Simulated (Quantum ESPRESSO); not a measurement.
Crystal: P.

```
CELL_PARAMETERS angstrom
1.64774 -5.46504 0.00000
1.64774 5.46504 0.00000
0.00000 0.00000 4.54364
ATOMIC_POSITIONS crystal
P 0.90414 0.09586 0.58882
P 0.09586 0.90414 0.41118
P 0.59586 0.40414 0.08882
P 0.40414 0.59586 0.91118
```

Program: Quantum ESPRESSO 7.5. Alike in all runs: no spin polarisation; cell as given; smearing fermi-dirac 0.05 eV.

Order these runs on this cell by their pressure, lowest first.
A. level PBEsol; potentials or basis PseudoDojo 0.4.1 SR PBEsol standard; k mesh 8 × 8 × 6; cutoff (eV) 599; SCF threshold 8e-10 Ry
B. level r2SCAN; potentials or basis SG15 PBE 1.2; k mesh 8 × 8 × 6; cutoff (eV) 599; symmetry off; SCF threshold 1e-08 Ry
C. level LDA; potentials or basis PseudoDojo 0.4.1 SR LDA standard; k mesh 6 × 6 × 4; cutoff (eV) 653; SCF threshold 8e-10 Ry; form of the LDA correlation PW92; k mesh for the Wannier functions 5 × 5 × 4

C (-2.2 GPa), A (-0.6 GPa), B (1.1 GPa).

Caveats: the potentials were made for another functional, which shifts forces and pressure (some runs); the Wannier minimisation didn't converge (some runs).

Not every run made on this cell is shown here.
